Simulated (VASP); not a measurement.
# CdO (Fm-3m) in VASP: notebook

Runs on CdO. Level: PBE+D3(BJ). Tasks: relaxation of cell and atoms.

Program: VASP 6.6.1. These are calculated values, not measurements. Logs are shortened: lines on timing, memory, paths and dates and some standing lists are left out, and cuts for length are marked.

## 1. Starting point

It takes space group Fm-3m (No. 225, cubic). The conventional cell has a = 4.318 Å, b = 4.318 Å, c = 4.318 Å, α = 90.00°, β = 90.00°, γ = 90.00°. Cd (site symmetry m-3m) is surrounded by 6 O at 2.16 Å. Around O (site symmetry m-3m) lie 6 Cd at 2.16 Å.

## 2. Relaxation of cell and atoms, PBE+D3(BJ), target pressure 45 GPa, at which the enthalpy is minimised

The input, INCAR:

```
ALGO = Normal ; EDIFF = 1E-7
EDIFFG = -0.002 ; ENCUT = 520
GGA = PE ; IBRION = 2
ISIF = 3 ; ISMEAR = 0
IVDW = 12 ; LASPH = T
LCHARG = F ; LREAL = F
LWAVE = F ; NELM = 100
NSW = 80 ; PREC = Accurate
PSTRESS = 450.0 ; SIGMA = 0.1
```

The input, KPOINTS:

```
k-points
0
Gamma
  16 16 16
```

The input, POSCAR:

```
CdO                                     
1.0
    0.0000000000      2.1589808036      2.1589808036
    2.1589808036      0.0000000000      2.1589808036
    2.1589808036      2.1589808036      0.0000000000
  Cd              O             
     1     1
Direct
     0.0000000000000000    0.0000000000000000    0.0000000000000000
     0.5000000000000000    0.5000000000000000    0.5000000000000000
```

Potentials or basis: VASP PAW PBE potentials, release 64 (Cd, O).

Run with:

```console
$ cat potpaw_PBE.64/Cd/POTCAR potpaw_PBE.64/O/POTCAR > POTCAR
$ mpirun -np 1 vasp_std > vasp.out
```

OUTCAR:

```text
EDIFF = 1E-7
   EDIFFG = -0.002
   ENCUT = 520
   GGA = PE
   IBRION = 2
   ISIF = 3
   ISMEAR = 0
   IVDW = 12
   LASPH = T
   LREAL = F
   NELM = 100
   NSW = 80
   PREC = Accurate
   PSTRESS = 450.0
 IVDW          = 12

 ion  position               nearest neighbor table
   1  0.000  0.000  0.000-   2 2.16   2 2.16   2 2.16   2 2.16   2 2.16   2 2.16
   2  0.500  0.500  0.500-   1 2.16   1 2.16   1 2.16   1 2.16   1 2.16   1 2.16

  LATTYP: Found a face centered cubic cell.
 ALAT       =     4.3179616072

  Lattice vectors:

 A1 = (   0.0000000000,   2.1589808036,   2.1589808036)
 A2 = (   2.1589808036,   0.0000000000,   2.1589808036)
 A3 = (   2.1589808036,   2.1589808036,   0.0000000000)

Analysis of symmetry for initial positions (statically):
=====================================================================
 Subroutine PRICEL returns:
 Original cell was already a primitive cell.

 Routine SETGRP: Setting up the symmetry group for a
 face centered cubic supercell.

 Subroutine GETGRP returns: Found 48 space group operations
 (whereof 48 operations were pure point group operations)
 out of a pool of 48 trial point group operations.

The static configuration has the point symmetry O_h .

Analysis of symmetry for dynamics (positions and initial velocities):
=====================================================================
 Subroutine PRICEL returns:
 Original cell was already a primitive cell.

 Routine SETGRP: Setting up the symmetry group for a
 face centered cubic supercell.

 Subroutine GETGRP returns: Found 48 space group operations
 (whereof 48 operations were pure point group operations)
 out of a pool of 48 trial point group operations.

The dynamic configuration has the point symmetry O_h .

 Subroutine INISYM returns: Found 48 space group operations
 (whereof 48 operations are pure point group operations),
 and found     1 'primitive' translations

----------------------------------------------------------------------------------------

                                     Primitive cell

  volume of cell :      20.1269

  direct lattice vectors                    reciprocal lattice vectors
     0.000000000  2.158980804  2.158980804    -0.231590758  0.231590758  0.231590758
     2.158980804  0.000000000  2.158980804     0.231590758 -0.231590758  0.231590758
     2.158980804  2.158980804  0.000000000     0.231590758  0.231590758 -0.231590758

  length of vectors
     3.053259933  3.053259933  3.053259933     0.401126959  0.401126959  0.401126959

  position of ions in fractional coordinates (direct lattice)
     0.000000000  0.000000000  0.000000000
     0.500000000  0.500000000  0.500000000

  ion indices of the primitive-cell ions
   primitive index   ion index
                 1           1
                 2           2

----------------------------------------------------------------------------------------

 KPOINTS: k-points

Automatic generation of k-mesh.
 Grid dimensions read from file:
 generate k-points for:   16   16   16

 Generating k-lattice:

  Cartesian coordinates                     Fractional coordinates (reciprocal lattice)
    -0.014474422  0.014474422  0.014474422     0.062500000  0.000000000  0.000000000
     0.014474422 -0.014474422  0.014474422     0.000000000  0.062500000  0.000000000
     0.014474422  0.014474422 -0.014474422     0.000000000  0.000000000  0.062500000

  Length of vectors
     0.025070435  0.025070435  0.025070435

  Shift w.r.t. Gamma in fractional coordinates (k-lattice)
     0.000000000  0.000000000  0.000000000

 Subroutine IBZKPT returns following result:
 ===========================================

 Found    145 irreducible k-points:

 Following reciprocal coordinates:
            Coordinates               Weight
  0.000000  0.000000  0.000000      1.000000
  0.062500  0.000000  0.000000      8.000000
  0.125000  0.000000  0.000000      8.000000
  0.187500  0.000000  0.000000      8.000000
  0.250000  0.000000  0.000000      8.000000
  0.312500  0.000000  0.000000      8.000000
[... 16 lines left out ...]
 -0.125000  0.062500  0.000000     24.000000
 -0.062500  0.062500  0.000000     12.000000
 [... further k-points ...]
   k-points           NKPTS =    145   k-points in BZ     NKDIM =    145   number of bands    NBANDS=     13
   number of dos      NEDOS =    301   number of ions     NIONS =      2
   total plane-waves  NPLWV =  13824
   dimension x,y,z NGX =    24 NGY =   24 NGZ =   24
   dimension x,y,z NGXF=    48 NGYF=   48 NGZF=   48
   ions per type =               1   1
   NGX,Y,Z   is equivalent  to a cutoff of  13.07, 13.07, 13.07 a.u.
   NGXF,Y,Z  is equivalent  to a cutoff of  26.14, 26.14, 26.14 a.u.
 SYSTEM =  unknown system
   PREC   = accura    normal or accurate (medium, high low for compatibility)
   ISTART =      0    job   : 0-new  1-cont  2-samecut
   ICHARG =      2    charge: 1-file 2-atom 10-const
   ISPIN  =      1    spin polarized calculation?
   LNONCOLLINEAR =      F non collinear calculations
   LSORBIT =      F    spin-orbit coupling
   LASPH  =      T    aspherical Exc in radial PAW
   ENCUT  =  520.0 eV  38.22 Ry    6.18 a.u.   5.68  5.68  5.68*2*pi/ulx,y,z
   NELM   =    100;   NELMIN=  2; NELMDL= -5     # of ELM steps
   EDIFF  = 0.1E-06   stopping-criterion for ELM
   LREAL  =      F    real-space projection
   EDIFFG = -.2E-02   stopping-criterion for IOM
   NSW    =     80    number of steps for IOM
   IBRION =      2    ionic relax: 0-MD 1-quasi-New 2-CG
   NFREE  =      1    steps in history (QN), initial steepest desc. (CG)
   ISIF   =      3    stress and relaxation
   ISYM   =      2    0-nonsym 1-usesym 2-fastsym
   POTIM  = 0.5000    time-step for ionic-motion
   TEBEG  =    0.0;   TEEND  =   0.0 temperature during run
   PSTRESS=  450.0 pullay stress
   NELECT =      18.0000    total number of electrons
   NUPDOWN=      -1.0000    fix difference up-down
   EMIN   =  10.00;   EMAX   =-10.00  energy-range for DOS
   EFERMI =   0.00;   METHOD = LEGACY
   ISMEAR =     0;   SIGMA  =   0.10  broadening in eV -4-tet -1-fermi 0-gaus
   EFERMI_NEDOS =   21; number of points for ismear=-14 and -15
   IALGO  =     38    algorithm
   IMIX   =      4    mixing-type and parameters
     AMIX     =   0.40;   BMIX     =  1.00
     AMIX_MAG =   1.60;   BMIX_MAG =  1.00
  volume/ion in A,a.u.               =      10.06        67.91
  Fermi-wavevector in a.u.,A,eV,Ry     =   1.577273  2.980614 33.848442  2.487790
  Thomas-Fermi vector in A             =   2.677980
   LORBIT       =      0    0 simple, 1 ext, 2 COOP (PROOUT), +10 PAW based schemes
   GGA     = PE    functional components
   LHFCALC =     F    Hartree Fock is set to
   AEXX    =    0.0000 exact exchange contribution
   IVDW    =    12    specifies the selected vdW correction
   LEPSILON=     F    determine dielectric tensor
   LRPA    =     F    only Hartree local field effects (RPA)
 conjugate gradient relaxation of ions
 non-spin polarized calculation
 Gauss-broadening in eV      SIGMA  =   0.10
  energy-cutoff  :      520.00
  volume of cell :       20.13
 maximum number of plane-waves:       560
   NGX = 11   NGY = 11   NGZ = 11

--------------------------------------- Ionic step        1  -------------------------------------------

 number of electron      17.9999993 magnetization

 Free energy of the ion-electron system (eV)
  ---------------------------------------------------
  ext. energy  EPLUGINS =         0.00000000
  ---------------------------------------------------
  free energy    TOTEN  =        -6.36197901 eV

  energy without entropy =       -6.36190904  energy(sigma->0) =       -6.36194403

------------------------ aborting loop because EDIFF is reached ----------------------------------------

 Edisp (eV)   -0.75979

 E8    (eV) :    -0.3043
[... 33 lines left out ...]
--------------------------------------- Ionic step        2  -------------------------------------------

 number of electron      17.9999984 magnetization

 E-fermi :   2.0580     XC(G=0): -11.6568

 val. band max:        1.9670206786   @ k =   0.5000   0.0000   0.0000
 cond. band min:       2.0656142670   @ k =   0.0625   0.0000   0.0000
 fundamental gap:      0.0985935884
 Fermi energy:         2.0579647091

 k-point     1 :       0.0000    0.0000    0.0000
  band No.  band energies     occupation
      1     -15.3438      2.00000
      2      -4.7224      2.00000
      3      -4.7224      2.00000
      4      -4.7224      2.00000
      5      -4.4210      2.00000
      6      -4.4210      2.00000
      7       0.6641      2.00000
      8       0.6641      2.00000
      9       0.6641      2.00000
     10       1.5269      2.00000
     11      16.9505      0.00000
     12      18.9554      0.00000
     13      18.9554      0.00000
[... 354 lines left out ...]
  band No.  band energies     occupation
      1     -15.2733      2.00000
      2      -4.7574      2.00000
      3      -4.7141      2.00000
      4      -4.6937      2.00000
      5      -4.5455      2.00000
      6      -4.4380      2.00000
      7      -0.1890      2.00000
      8       0.6399      2.00000
      9       0.8794      2.00000
     10       2.6145      0.00000
     11      15.7452      0.00000
     12      17.1787      0.00000
     13      18.8264      0.00000

 [... further k-points ...]

------------------------ aborting loop because EDIFF is reached ----------------------------------------

 Edisp (eV)   -0.58360

 E8    (eV) :    -0.2343
[... 71 lines left out ...]
  energy  without entropy=       -7.7509087250  energy(sigma->0) =       -7.75095197

  enthalpy is  TOTEN    =        -1.6100515698 eV   P V=        6.1409436536

[... ionic steps 4 to 14 ...]

--------------------------------------- Ionic step       15  -------------------------------------------

 number of electron      18.0000002 magnetization

------------------------ aborting loop because EDIFF is reached ----------------------------------------
[... 79 lines left out ...]
--------------------------------------- Ionic step       17  -------------------------------------------

 number of electron      18.0000002 magnetization

 Free energy of the ion-electron system (eV)
  ---------------------------------------------------
  ext. energy  EPLUGINS =         0.00000000
  ---------------------------------------------------
  free energy    TOTEN  =        -7.01567274 eV

  energy without entropy =       -7.01558670  energy(sigma->0) =       -7.01562972

 E-fermi :   4.0953     XC(G=0): -12.7285

 val. band max:        3.9722748854   @ k =   0.5000   0.0000   0.0000
 cond. band min:       4.3409479735   @ k =   0.0625   0.0000   0.0000
 fundamental gap:      0.3686730881
 Fermi energy:         4.0953123588

 k-point     1 :       0.0000    0.0000    0.0000
  band No.  band energies     occupation
      1     -14.9718      2.00000
      2      -3.2695      2.00000
      3      -3.2695      2.00000
      4      -3.2695      2.00000
      5      -2.8220      2.00000
      6      -2.8220      2.00000
      7       1.8190      2.00000
      8       1.8190      2.00000
      9       1.8190      2.00000
     10       3.9012      1.99396
     11      19.0563      0.00000
     12      22.2301      0.00000
     13      22.2301      0.00000
[... 354 lines left out ...]
  band No.  band energies     occupation
      1     -14.8668      2.00000
      2      -3.3392      2.00000
      3      -3.2791      2.00000
      4      -3.2253      2.00000
      5      -3.0595      2.00000
      6      -2.8597      2.00000
      7       1.1345      2.00000
      8       1.8179      2.00000
      9       2.1862      2.00000
     10       4.8971      0.00000
     11      18.1819      0.00000
     12      20.7263      0.00000
     13      22.2039      0.00000

 [... further k-points ...]

------------------------ aborting loop because EDIFF is reached ----------------------------------------

 Edisp (eV)   -0.70213

 E8    (eV) :    -0.2812
[... 29 lines left out ...]
  energy  without entropy=       -7.7177136996  energy(sigma->0) =       -7.71775672

  enthalpy is  TOTEN    =        -1.6107464825 eV   P V=        6.1070532567

 reached required accuracy - stopping structural energy minimisation
```

Wall time 3.4 min (1 thread of Intel Xeon Platinum 8259CL at 2.50GHz (Skylake/Cascade Lake), shared host); peak memory 0.18 GiB.

Results:

```yaml
Free_energy: -7.7178 eV
Relaxed_volume: 10.87 Å³/atom
Relaxed_cell: a = 3.133 Å, b = 3.133 Å, c = 3.133 Å, α = 60.00°, β = 60.00°, γ = 60.00°
Space_group_after_relaxing_to_0.05_Å: Fm-3m (No. 225)
Energy_change_on_relaxing_the_enthalpy_is_what_falls: -298.0 meV/atom
Ionic_steps: 17
Pressure_after_relaxing: 45.0 GPa
Band_gap_on_the_k_mesh: none (metal or under the smearing width)
Dispersion_energy_per_atom: -0.351 eV
```

Step by step:
```csv
step,energy change (eV),largest force (eV/Å),pressure (GPa),volume (Å³)
1,0.0000,0.0000,75.00,20.13
2,-1.1377,0.0000,1.13,26.13
3,-0.6292,0.0000,43.17,21.86
4,-0.5988,0.0000,44.85,21.75
5,-0.5894,0.0000,45.36,21.72
6,-0.5896,0.0000,45.35,21.72
7,-0.5904,0.0000,45.31,21.72
8,-0.5904,0.0000,45.31,21.72
9,-0.5904,0.0000,45.31,21.72
10,-0.5904,0.0000,45.31,21.72
11,-0.5905,0.0000,45.31,21.72
12,-0.5906,0.0000,45.31,21.72
13,-0.5909,0.0000,45.28,21.73
14,-0.5915,0.0000,45.25,21.73
15,-0.5927,0.0000,45.18,21.73
16,-0.5950,0.0000,45.06,21.74
17,-0.5960,0.0000,45.00,21.74
```

Final structure:
```
CELL_PARAMETERS angstrom
0.00000 2.21530 2.21530
2.21530 0.00000 2.21530
2.21530 2.21530 0.00000
ATOMIC_POSITIONS crystal
Cd 0.00000 0.00000 0.00000
O 0.50000 0.50000 0.50000
```

Levels at points of the mesh, in eV from the Fermi level:
| k point | band 5 | band 6 | band 7 | band 8 | band 9 | band 10 | band 11 | band 12 | band 13 |
| --- | --- | --- | --- | --- | --- | --- | --- | --- | --- |
| (0.00, 0.00, 0.00) | -6.92 | -6.92 | -2.28 | -2.28 | -2.28 | -0.19 | 14.96 | 18.13 | 18.13 |
| (0.50, 0.00, 0.00) | -6.53 | -6.53 | -4.37 | -0.12 | -0.12 | 4.32 | 8.45 | 12.66 | 12.66 |
| (0.50, 0.50, 0.00) | -6.31 | -5.93 | -5.69 | -3.46 | -3.46 | 4.50 | 9.15 | 11.73 | 14.78 |

Caveat: the cell is relaxed towards a set pressure, so the enthalpy falls and the energy may rise; pairwise dispersion overbinds metals, which lowers pressure and volume; this crystal is a semiconductor, whose small gap the functional closes, so the metal is an error of the method.

(Continued in part 2 of 3.)
